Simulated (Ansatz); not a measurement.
Input and command of a calculation in Ansatz (plane waves; scalar-relativistic PAW potentials unless the input names others):

```yaml
crystal:
  lattice:
    - [6.005, 0.0, 0.0]
    - [0.0, -6.005, 0.0]
    - [0.0, 0.0, -6.005]
  atoms:
    - { symbol: Li, position: [0.25, 0.25, 0.25] }
    - { symbol: Li, position: [0.75, 0.75, 0.25] }
    - { symbol: Li, position: [0.75, 0.25, 0.75] }
    - { symbol: Li, position: [0.25, 0.75, 0.75] }
    - { symbol: Li, position: [0.75, 0.75, 0.75] }
    - { symbol: Li, position: [0.25, 0.25, 0.75] }
    - { symbol: Li, position: [0.25, 0.75, 0.25] }
    - { symbol: Li, position: [0.75, 0.25, 0.25] }
    - { symbol: Se, position: [0.0, 0.5, 0.5] }
    - { symbol: Se, position: [0.5, 0.0, 0.5] }
    - { symbol: Se, position: [0.5, 0.5, 0.0] }
    - { symbol: Se, position: [0.0, 0.0, 0.0] }
basis:
  ecutwfc: 420
kpoints:
  mp_grid: { grid: [3, 3, 3] }
hamiltonian:
  xc: lda
scf:
  occupations: { method: gaussian, width: 0.05 }
output:
  forces: true
  eigenvalues: true
  stress: true
total_charge: 1
```

```bash
ansatz run input.yaml --threads 2 --pin off --max-ram 2560MiB --backend cpu --events-out ev --progress --plain --runs-dir out
```

Abridged log:
```
Pseudopotentials: kind: paw
Pseudopotential: Li, paw, valence charge 3, recommended cutoff 420 eV (normal)
Pseudopotential: Se, paw, valence charge 16, recommended cutoff 420 eV (normal)
Functional definition: SPW92
Crystal: 12 atoms, lattice volume = 216.540 Å³
Basis set: ecut = 420 eV, 4169 PW (Γ)
Bands: 56, of which v1, the nominal top of the filled ones, is band 44 counted from 1 (43 counted from 0)
Symmetry: 192 space group operations
Space group: Fm-3m (ITA 225), of the structure as read, at distance tolerance 6.0e-5 Å
k-points: 4 of 27
Initial density: superposition of atomic densities (neutral atoms scaled as one to the charged cell's electrons: chi_scale 0, normalization atom), corrected by the library's trained network
Initial wavefunctions: pseudopotential atomic-orbital guess
Functional: x = slater, c = lda
SCF iter   1: F=—  HF=-23165.450559 eV  |F-HF|=—  |Δ(HF+E_count)|=         —  Δρ=2.44e-2  dr2=1.49e0  ethr=1.77e-3  ⟨swp⟩=7.5  Hψ=925  notcnv=0  defer=1
SCF iter   2: F=—  HF=-23164.697893 eV  |F-HF|=—  |Δ(HF+E_count)|=   7.53e-1  Δρ=6.08e-3  dr2=6.40e-2  ethr=1.71e-3  ⟨swp⟩=3.5  Hψ=474  notcnv=0  defer=32
SCF iter   3: F=—  HF=-23164.677977 eV  |F-HF|=—  |Δ(HF+E_count)|=   1.99e-2  Δρ=1.39e-3  dr2=6.66e-3  ethr=7.36e-5  ⟨swp⟩=2.2  Hψ=385  notcnv=0  defer=12
automatic band count: iteration 3 solves 51 bands in place of 56: the levels show a gap, and the empty bands left out lie too high to hold charge; the band table lists the bands solved (type scf.n_extra_bands for more)
SCF iter   4: F=—  HF=-23164.669061 eV  |F-HF|=—  |Δ(HF+E_count)|=   8.92e-3  Δρ=4.88e-4  dr2=6.71e-4  ethr=7.65e-6  ⟨swp⟩=2.0  Hψ=373  notcnv=0  defer=12
SCF iter   5: F=—  HF=-23164.668699 eV  |F-HF|=—  |Δ(HF+E_count)|=   3.62e-4  Δρ=8.28e-5  dr2=1.61e-5  ethr=7.71e-7  ⟨swp⟩=2.0  Hψ=364  notcnv=0  defer=12
SCF iter   6: F=—  HF=-23164.668660 eV  |F-HF|=—  |Δ(HF+E_count)|=   3.91e-5  Δρ=5.31e-6  dr2=4.21e-8  ethr=1.15e-10  ⟨swp⟩=7.5  Hψ=1103  notcnv=0
SCF iter   7: F=-23164.668660 eV  HF=-23164.668660 eV  |F-HF|=1.96e-10  |Δ(HF+E_count)|=   1.92e-8  Δρ=5.72e-7  dr2=3.45e-10  ethr=4.84e-11  ⟨swp⟩=2.0  Hψ=594  notcnv=0
SCF 1 converged in 7 iterations: F = -23164.668660 eV  dr2 = 3.45e-10
SCF converged after 7 iterations
Free energy (F): -23164.668660 eV
Harris-Foulkes:  -23164.668660 eV  (|F-HF|=1.96e-10)
Internal energy: -23164.662188 eV  (E = F + TS)
E sigma→0 (E₀):  -23164.665424 eV
Entropy (-TS):   -0.006472 eV (-0.539 meV/atom)
Fermi energy:    2.800591 eV
--- Forces (eV/Å), atoms counted from 1 ---
  atom   1  Li     0.00000000     0.00000000     0.00000000
  atom   2  Li     0.00000000     0.00000000     0.00000000
  atom   3  Li     0.00000000     0.00000000     0.00000000
  atom   4  Li     0.00000000     0.00000000     0.00000000
  atom   5  Li     0.00000000     0.00000000     0.00000000
  atom   6  Li     0.00000000     0.00000000     0.00000000
  atom   7  Li     0.00000000     0.00000000     0.00000000
  atom   8  Li     0.00000000     0.00000000     0.00000000
  atom   9  Se     0.00000000     0.00000000     0.00000000
  atom  10  Se     0.00000000     0.00000000     0.00000000
  atom  11  Se     0.00000000     0.00000000     0.00000000
  atom  12  Se     0.00000000     0.00000000     0.00000000
--- Stress (GPa, compression-positive) ---
        0.678374       0.000000       0.000000
        0.000000       0.678374       0.000000
        0.000000       0.000000       0.678374
  P = ⅓ Tr σ = 0.6784 GPa (6.784 kbar)
```

Apart from outputs and empty bands, the input differs from a reference run on usual settings in total_charge: not typed → 1; kpoints.mp_grid.grid: [4, 4, 4] → [3, 3, 3]. The reference, at the same geometry (not necessarily relaxed), gave pressure -2.60 GPa, largest force 0.000 eV/Å, gap on the mesh 2.81 eV. This run converged in 7 SCF iterations (reference: 7) with a total energy on another zero, pressure 0.68 GPa (with the neutralising background of the charged cell), largest force 0.000 eV/Å, no gap on the mesh. Its k mesh is looser than usual. The Hamiltonian differs as well, so the change in the result can't be put down to that alone.

Time: 2.2 s on 2 threads of Arm Neoverse V2 (shared host), peak memory 0.46 GiB.